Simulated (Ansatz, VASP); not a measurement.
# One calculation of LiCl, two programs

```
Li Cl
1.0
     3.87543    0.00000    0.00000
    -1.93771    3.35622    0.00000
     0.00000    0.00000    6.08635
Li Cl
2 2
Direct
  0.66667 0.33333 0.91534
  0.33333 0.66667 0.41534
  0.66667 0.33333 0.45966
  0.33333 0.66667 0.95966
```

Alike in both runs: task single point; functional PBE; k mesh 9 × 9 × 4; occupations gaussian, width 0.02 eV; no spin polarisation.

|  | VASP | Ansatz |
| --- | --- | --- |
| version | VASP 6.6.1 | Ansatz 0.2.0 |
| potentials or method | VASP PAW PBE potentials, release 64 (Li_sv, Cl) | scalar-relativistic, plane waves, PAW |
| plane-wave cutoff (eV) | 520 | 420 |
| valence electrons in the cell | 20 | 20 |

```tsv
	VASP	Ansatz	Ansatz less VASP
gap on the k mesh at the Fermi level (eV)	5.79	5.79	-0.007
least direct gap on the mesh (eV)	5.79	5.79	-0.007
rms of the force components (eV/Å)	0.129	0.127	-0.0014
```

Atom by atom the forces differ by 0.001 eV/Å (rms over components). The functional is the same, so the differences come from potentials, cutoffs and numerics.

Caveats: an odd mesh through Γ misses points on the zone boundary, where band edges often lie.
